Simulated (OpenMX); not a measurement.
Cl under changes of volume

One of the cells (29.048 Å³/atom); the others are scaled copies at fixed shape and fractional positions:

```
Cl
1.0
     3.14500   -2.25000    0.00000
     3.14500    2.25000    0.00000
     0.00000    0.00000    8.21000
Cl
4
Cartesian
  3.1450 0.5850 3.2840
  3.1450 1.6650 7.3890
  3.1450 -0.5850 4.9260
  3.1450 -1.6650 0.8210
```

```yaml
Program: OpenMX 3.8.5
Functional: PBE
Potentials_or_basis: OpenMX 2013 PBE set, Cl7.0-s2p2d1, fixed grid of 40 × 40 × 84 points
k_mesh: 7 × 7 × 5
Occupations: fermi-dirac, width 0.05 eV
Spin: no spin polarisation
```

```tsv
volume (Å³/atom)	energy over the lowest point (meV/atom)	gap on the mesh (eV)	largest force (eV/Å)
27.305	71.59	2.66	2.665
27.886	52.70	2.59	2.317
28.467	?	?	?
29.048	24.08	2.43	1.688
29.629	13.76	2.35	1.404
30.210	5.81	2.28	1.138
30.791	0.00	2.21	0.891
```

Task: What does the run at 28.467 Å³/atom give?

Result: Energy over the lowest point 36.97 meV/atom; gap on the mesh 2.50 eV; largest force 1.991 eV/Å.

Worked out: A Birch-Murnaghan fit of order 3 (a polynomial in V^(-2/3)) to the other rows has no minimum within the range. It gives 36.96 meV/atom at 28.467 Å³/atom, against the run's 36.97. A straight line through the other rows of the gap, of slope -3.79 eV per unit of ln V, gives 2.51 eV, against the run's 2.50.

Energies are extrapolated to zero smearing.

Caveats: an odd mesh through Γ misses points on the zone boundary, where band edges often lie; the basis of atomic orbitals isn't converged, which shifts pressures, moduli and gaps; forces of over 1 eV/Å show positions far from the minimum, so gaps and moduli don't describe the material at rest (some runs).
